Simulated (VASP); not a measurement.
# MgS (P6_3mc) in VASP: further runs, part 3 of 3

VASP 6.6.1. The steps go on from the part before.

## 6. Density of states, r2SCAN-EpsX

File POSCAR:

```
MgS
4.0346
    1.000005553661      0.000000000000      0.000000000000
   -0.500002776830      0.866030213404      0.000000000000
    0.000000000000      0.000000000000      1.594282997075
S Mg
2 2
Direct
    0.6666666667      0.3333333333      0.8792441500
    0.3333333333      0.6666666667      0.3792441500
    0.3333333333      0.6666666667      0.9957548500
    0.6666666667      0.3333333333      0.4957548500
```

File INCAR.step1:

```
ALGO = Normal ; EDIFF = 1E-8
ENCUT = 520 ; GGA = PE
ISIF = 2 ; ISMEAR = 0
LASPH = True ; LCHARG = False
LEPSILON = True ; LREAL = False
LWAVE = False ; NELM = 60
PREC = Accurate ; SIGMA = 0.01
```

File KPOINTS.step1:

```
Automatic mesh
0
G
  8 8 4
  0 0 0
```

File INCAR.step2:

```
ALGO = Normal ; EDIFF = 1E-5
ENCUT = 520 ; GGA = PE
ISIF = 2 ; ISMEAR = 0
LASPH = True ; LCHARG = False
LREAL = False ; LWAVE = True
NELM = 60 ; PREC = Accurate
SIGMA = 0.01
```

File KPOINTS.step2:

```
k-points
0
Gamma
  5 5 3
```

File INCAR.step3:

```
AEXX = 0.2486 ; ALGO = Normal
EDIFF = 1E-6 ; ENCUT = 520
ISIF = 2 ; ISMEAR = -5
ISTART = 1 ; LASPH = True
LCHARG = False ; LHFCALC = True
LMIXTAU = True ; LORBIT = 10
LREAL = False ; LWAVE = False
METAGGA = R2SCAN ; NEDOS = 2001
NELM = 60 ; PREC = Accurate
PRECFOCK = Fast ; SIGMA = 0.01
```

File KPOINTS.step3:

```
k-points
0
Gamma
  5 5 3
```

Potentials or basis: VASP PAW PBE potentials, release 64 (S, Mg).

Run with:

```
$ cat potpaw_PBE.64/S/POTCAR potpaw_PBE.64/Mg/POTCAR > POTCAR
$ cp INCAR.step1 INCAR
$ cp KPOINTS.step1 KPOINTS
$ mpirun -np 1 vasp_std > vasp.out
$ cp INCAR.step2 INCAR
$ cp KPOINTS.step2 KPOINTS
$ mpirun -np 1 vasp_std > vasp.out
$ cp INCAR.step3 INCAR
$ cp KPOINTS.step3 KPOINTS
$ mpirun -np 1 vasp_std > vasp.out
```

OUTCAR:

```text
AEXX = 0.2486
   EDIFF = 1E-6
   ENCUT = 520
   ISIF = 2
   ISMEAR = -5
   ISTART = 1
   LASPH = True
   LHFCALC = True
   LORBIT = 10
   LREAL = False
   METAGGA = R2SCAN
   NELM = 60
   PREC = Accurate
   PRECFOCK = Fast

 ion  position               nearest neighbor table
   1  0.667  0.333  0.879-   3 2.45   3 2.45   3 2.45   4 2.47
   2  0.333  0.667  0.379-   4 2.45   4 2.45   4 2.45   3 2.47
   3  0.333  0.667  0.996-   1 2.45   1 2.45   1 2.45   2 2.47
   4  0.667  0.333  0.496-   2 2.45   2 2.45   2 2.45   1 2.47

  LATTYP: Found a hexagonal cell.
 ALAT       =     4.0346224068
 C/A-ratio  =     1.5942741430

  Lattice vectors:

 A1 = (   4.0346224068,   0.0000000000,   0.0000000000)
 A2 = (  -2.0173112034,   3.4940854990,   0.0000000000)
 A3 = (   0.0000000000,   0.0000000000,   6.4322941800)

Analysis of symmetry for initial positions (statically):
=====================================================================
 Subroutine PRICEL returns:
 Original cell was already a primitive cell.

 Routine SETGRP: Setting up the symmetry group for a
 hexagonal supercell.

 Subroutine GETGRP returns: Found 12 space group operations
 (whereof  6 operations were pure point group operations)
 out of a pool of 24 trial point group operations.

The static configuration has the point symmetry C_3v.
 The point group associated with its full space group is C_6v.

Analysis of symmetry for dynamics (positions and initial velocities):
=====================================================================
 Subroutine PRICEL returns:
 Original cell was already a primitive cell.

 Routine SETGRP: Setting up the symmetry group for a
 hexagonal supercell.

 Subroutine GETGRP returns: Found 12 space group operations
 (whereof  6 operations were pure point group operations)
 out of a pool of 24 trial point group operations.

The dynamic configuration has the point symmetry C_3v.
 The point group associated with its full space group is C_6v.

 Subroutine INISYM returns: Found 12 space group operations
 (whereof  6 operations are pure point group operations),
 and found     1 'primitive' translations

----------------------------------------------------------------------------------------

                                     Primitive cell

  volume of cell :      90.6781

  direct lattice vectors                    reciprocal lattice vectors
     4.034622407  0.000000000  0.000000000     0.247854669  0.143098960  0.000000000
    -2.017311203  3.494085499  0.000000000     0.000000000  0.286197919  0.000000000
     0.000000000  0.000000000  6.432294180     0.000000000  0.000000000  0.155465526

  length of vectors
     4.034622407  4.034622407  6.432294180     0.286197919  0.286197919  0.155465526

  position of ions in fractional coordinates (direct lattice)
     0.666666667  0.333333333  0.879244150
     0.333333333  0.666666667  0.379244150
     0.333333333  0.666666667  0.995754850
     0.666666667  0.333333333  0.495754850

  ion indices of the primitive-cell ions
   primitive index   ion index
                 1           1
                 2           2
                 3           3
                 4           4
[... 58 lines left out ...]
   NELM   =     60;   NELMIN=  2; NELMDL=  0     # of ELM steps
   EDIFF  = 0.1E-05   stopping-criterion for ELM
   LREAL  =      F    real-space projection
   EDIFFG = 0.1E-04   stopping-criterion for IOM
   NSW    =      0    number of steps for IOM
   IBRION =     -1    ionic relax: 0-MD 1-quasi-New 2-CG
   NFREE  =      0    steps in history (QN), initial steepest desc. (CG)
   ISIF   =      2    stress and relaxation
   ISYM   =      3    0-nonsym 1-usesym 2-fastsym
   POTIM  = 0.5000    time-step for ionic-motion
   TEBEG  =    0.0;   TEEND  =   0.0 temperature during run
   PSTRESS=    0.0 pullay stress
   NELECT =      16.0000    total number of electrons
   NUPDOWN=      -1.0000    fix difference up-down
   EMIN   =  10.00;   EMAX   =-10.00  energy-range for DOS
   EFERMI =   0.00;   METHOD = LEGACY
   ISMEAR =    -5;   SIGMA  =   0.01  broadening in eV -4-tet -1-fermi 0-gaus
   EFERMI_NEDOS =   21; number of points for ismear=-14 and -15
   IALGO  =     38    algorithm
   IMIX   =      1    mixing-type and parameters
     AMIX     =   0.40;   BMIX     =  1.00
     AMIX_MAG =   1.60;   BMIX_MAG =  1.00
  volume/ion in A,a.u.               =      22.67       152.98
  Fermi-wavevector in a.u.,A,eV,Ry     =   0.918221  1.735187 11.471486  0.843130
  Thomas-Fermi vector in A             =   2.043279
   LORBIT       =     10    0 simple, 1 ext, 2 COOP (PROOUT), +10 PAW based schemes
   METAGGA = R2SCAN    functional components
   LHFCALC =     T    Hartree Fock is set to
   PRECFOCK=fast      Normal, Fast or Accurate (Low or Medium for compatibility)
   ENCUT4O =  -1.0   cutoff for four orbital integrals eV
   NKREDX  =     1    reduce k-point grid by
   NKREDY  =     1    reduce k-point grid by
   NKREDZ  =     1    reduce k-point grid by
   AEXX    =    0.2486 exact exchange contribution
   HFSCREEN=    0.0000 screening length (either q_TF or 0.3 A-1)
   HFSCREENC=   0.0000 screening length for correlation (either q_TF or 0.3 A-1)
   ENCUTFOCK=  -1.0 apply spherical cutoff to Coloumb kernel
   IVDW    =     0    specifies the selected vdW correction
   LEPSILON=     F    determine dielectric tensor
   LRPA    =     F    only Hartree local field effects (RPA)
 non-spin polarized calculation
 Fermi weights with tetrahedron method with Bloechl corrections
  energy-cutoff  :      520.00
  volume of cell :       90.68
 maximum number of plane-waves:      2460
 NGX is ok and might be reduce to    30
  NGX = 18; NGY = 18; NGZ = 28

 number of electron      16.0000004 magnetization

 Free energy of the ion-electron system (eV)
  ---------------------------------------------------
  ext. energy  EPLUGINS =         0.00000000
  ---------------------------------------------------
  free energy    TOTEN  =       -31.24830428 eV

  energy without entropy =      -31.24830428  energy(sigma->0) =      -31.24830428

 E-fermi :  -0.0672     XC(G=0):  -6.8969

 val. band max:       -0.0721996179   @ k =   0.0000   0.0000   0.0000
 cond. band min:       5.4856982068   @ k =   0.0000   0.0000   0.0000
 fundamental gap:      5.5578978247
 Fermi energy:        -0.0672350807

 k-point     1 :       0.0000    0.0000    0.0000
  band No.  band energies     occupation
      1     -12.9833      2.00000
      2     -12.1659      2.00000
      3      -3.6375      2.00000
      4      -0.7229      2.00000
      5      -0.7229      2.00000
      6      -0.2510      2.00000
      7      -0.2510      2.00000
      8      -0.0722      2.00000
      9       5.4857      0.00000
     10       6.8144      0.00000
     11       9.7013      0.00000
     12       9.7013      0.00000
[... 121 lines left out ...]
 k-point    10 :       0.4000    0.2000    0.3333
  band No.  band energies     occupation
      1     -12.1024      2.00000
      2     -12.0154      2.00000
      3      -3.3214      2.00000
      4      -3.1045      2.00000
      5      -2.1382      2.00000
      6      -1.6166      2.00000
      7      -1.0549      2.00000
      8      -0.7082      2.00000
      9       7.0940      0.00000
     10       7.9748      0.00000
     11       8.6852      0.00000
     12       8.7795      0.00000

------------------------ aborting loop because EDIFF is reached ----------------------------------------

  FORCE on cell =-STRESS in cart. coord.  units (eV):
  Direction    XX          YY          ZZ          XY          YZ          ZX
  --------------------------------------------------------------------------------------
  -------------------------------------------------------------------------------------
  Total       -0.4386098     -0.4386098     -0.5258943     -0.0000000      0.0000000      0.0000000
  in kB       -7.7497311     -7.7497311     -9.2919471     -0.0000000      0.0000000      0.0000000
  external PRESSURE =      -8.2638031 kB  Pullay stress =       0.0000000 kB

 VOLUME and BASIS-vectors are now :
 -----------------------------------------------------------------------------
  energy-cutoff  :      520.00
  volume of cell :       90.68
      direct lattice vectors                 reciprocal lattice vectors
     4.034622407  0.000000000  0.000000000     0.247854669  0.143098960  0.000000000
    -2.017311203  3.494085499  0.000000000     0.000000000  0.286197919  0.000000000
     0.000000000  0.000000000  6.432294180     0.000000000  0.000000000  0.155465526

 POSITION                                       TOTAL-FORCE (eV/Angst)
 -----------------------------------------------------------------------------------
      2.01731      1.16470      5.65556        -0.000000      0.000000     -0.056881
     -0.00000      2.32939      2.43941        -0.000000     -0.000000     -0.056881
     -0.00000      2.32939      6.40499         0.000000     -0.000000      0.056881
      2.01731      1.16470      3.18884         0.000000      0.000000      0.056881
 -----------------------------------------------------------------------------------
    total drift:                               -0.000000      0.000000      0.003082

  FREE ENERGIE OF THE ION-ELECTRON SYSTEM (eV)
  ---------------------------------------------------
  free  energy   TOTEN  =       -31.2483042832 eV

  energy  without entropy=      -31.2483042832  energy(sigma->0) =      -31.24830428

 total charge

# of ion       s       p       d       tot
------------------------------------------
    1        1.297   2.544   0.000   3.841
    2        1.297   2.544   0.000   3.841
    3        0.152   0.143   0.037   0.333
    4        0.152   0.143   0.037   0.333
--------------------------------------------------
tot          2.899   5.374   0.074   8.347
```

Wall time 10 min (1 thread of Intel Xeon Platinum 8488C (Sapphire Rapids), shared host); peak memory 0.37 GiB.

What came out:

```yaml
Free_energy: -31.2483 eV
Pressure: -0.8 GPa
Largest_force: 0.057 eV/Å
Band_gap_on_the_k_mesh: 5.56 eV, direct
Valence_electrons_inside_the_program's_atomic_spheres: S 3.84; Mg 0.33
```

Forces in eV/Å, atoms in the order of the input:
```
S    0.000  0.000 -0.057
S    0.000  0.000 -0.057
Mg   0.000  0.000  0.057
Mg   0.000  0.000  0.057
```

Stress tensor (GPa, compression positive):
```
-0.77  0.00  0.00
 0.00 -0.77  0.00
 0.00  0.00 -0.93
```

States per cell in windows of 0.5 eV (zero at the valence-band top; states under -8 eV left out):
| from (eV) | total | S1_p | S2_p | Mg3_s | Mg4_s | Mg3_p | Mg4_p |
| --- | --- | --- | --- | --- | --- | --- | --- |
| -8.0 | 0.00 | 0.00 | 0.00 | 0.00 | 0.00 | 0.00 | 0.00 |
| -7.5 | 0.00 | 0.00 | 0.00 | 0.00 | 0.00 | 0.00 | 0.00 |
| -7.0 | 0.00 | 0.00 | 0.00 | 0.00 | 0.00 | 0.00 | 0.00 |
| -6.5 | 0.00 | 0.00 | 0.00 | 0.00 | 0.00 | 0.00 | 0.00 |
| -6.0 | 0.00 | 0.00 | 0.00 | 0.00 | 0.00 | 0.00 | 0.00 |
| -5.5 | 0.00 | 0.00 | 0.00 | 0.00 | 0.00 | 0.00 | 0.00 |
| -5.0 | 0.00 | 0.00 | 0.00 | 0.00 | 0.00 | 0.00 | 0.00 |
| -4.5 | 0.00 | 0.00 | 0.00 | 0.00 | 0.00 | 0.00 | 0.00 |
| -4.0 | 0.00 | 0.00 | 0.00 | 0.00 | 0.00 | 0.00 | 0.00 |
| -3.5 | 1.33 | 0.22 | 0.22 | 0.04 | 0.04 | 0.01 | 0.01 |
| -3.0 | 1.73 | 0.30 | 0.30 | 0.05 | 0.05 | 0.01 | 0.01 |
| -2.5 | 0.79 | 0.15 | 0.15 | 0.01 | 0.01 | 0.01 | 0.01 |
| -2.0 | 1.50 | 0.31 | 0.31 | 0.01 | 0.01 | 0.02 | 0.02 |
| -1.5 | 2.15 | 0.48 | 0.48 | 0.01 | 0.01 | 0.03 | 0.03 |
| -1.0 | 3.17 | 0.77 | 0.77 | 0.00 | 0.00 | 0.04 | 0.04 |
| -0.5 | 1.09 | 0.28 | 0.28 | 0.00 | 0.00 | 0.01 | 0.01 |
| 0.0 | 0.00 | 0.00 | 0.00 | 0.00 | 0.00 | 0.00 | 0.00 |
| 0.5 | 0.00 | 0.00 | 0.00 | 0.00 | 0.00 | 0.00 | 0.00 |
| 1.0 | 0.00 | 0.00 | 0.00 | 0.00 | 0.00 | 0.00 | 0.00 |
| 1.5 | 0.00 | 0.00 | 0.00 | 0.00 | 0.00 | 0.00 | 0.00 |
| 2.0 | 0.00 | 0.00 | 0.00 | 0.00 | 0.00 | 0.00 | 0.00 |
| 2.5 | 0.00 | 0.00 | 0.00 | 0.00 | 0.00 | 0.00 | 0.00 |
| 3.0 | 0.00 | 0.00 | 0.00 | 0.00 | 0.00 | 0.00 | 0.00 |
| 3.5 | 0.00 | 0.00 | 0.00 | 0.00 | 0.00 | 0.00 | 0.00 |
| 4.0 | 0.00 | 0.00 | 0.00 | 0.00 | 0.00 | 0.00 | 0.00 |
| 4.5 | 0.00 | 0.00 | 0.00 | 0.00 | 0.00 | 0.00 | 0.00 |
| 5.0 | 0.00 | 0.00 | 0.00 | 0.00 | 0.00 | 0.00 | 0.00 |
| 5.5 | 0.00 | 0.00 | 0.00 | 0.00 | 0.00 | 0.00 | 0.00 |
| 6.0 | 0.03 | 0.00 | 0.00 | 0.00 | 0.00 | 0.00 | 0.00 |
| 6.5 | 0.60 | 0.01 | 0.01 | 0.02 | 0.02 | 0.01 | 0.01 |
| 7.0 | 1.58 | 0.04 | 0.04 | 0.03 | 0.03 | 0.03 | 0.03 |
| 7.5 | 1.41 | 0.04 | 0.04 | 0.03 | 0.03 | 0.03 | 0.03 |

Caveat: the PAW data sets were made with another functional, which shifts forces and pressure a little.

## 7. Overview

| task | level | potentials or basis | k mesh | smearing | ladder | grid for exact exchange (PRECFOCK) | exchange at q = 0 | share of exact exchange | other keys | gap on the mesh (eV) | pressure (GPa) | largest force (eV/Å) |
| --- | --- | --- | --- | --- | --- | --- | --- | --- | --- | --- | --- | --- |
| band structure | r2SCAN | VASP PAW PBE potentials, release 64 (S, Mg) | 8 × 8 × 4 | gaussian 0.02 eV | gaps | - | - | - | - | 4.10 | -0.3 | 0.06 |
| band structure | TB-mBJ | VASP PAW PBE potentials, release 64 (S, Mg) | 8 × 8 × 4 | gaussian 0.02 eV | gaps | - | - | - | - | 5.04 | - | - |
| chemical shielding | PBE+ULG | VASP PAW PBE potentials, release 64 (S, Mg_pv) | 8 × 8 × 4 | tetrahedron | - | - | - | - | ISYM = 1; ISMEAR = -5; SIGMA = 0.5; AMIX = 0.2; BMIX = 0.0001; … | - | - | - |
| band structure | rev-vdW-DF2 | VASP PAW PBE potentials, release 64 (S, Mg) | 8 × 8 × 4 | fermi-dirac 0.1 eV | - | - | - | - | - | - | - | - |
| density of states | r2SCAN-EpsX | VASP PAW PBE potentials, release 64 (S, Mg) | 5 × 5 × 3 | tetrahedron | - | Fast | default | 0.2486 | - | 5.56 | -0.8 | 0.06 |

Alike in all rows: no spin polarisation; cell as given; cutoff (eV) 520.

Caveats: the PAW data sets were made with another functional, which shifts forces and pressure a little (some runs).

Absolute energies hang on the potentials; compare differences alone.
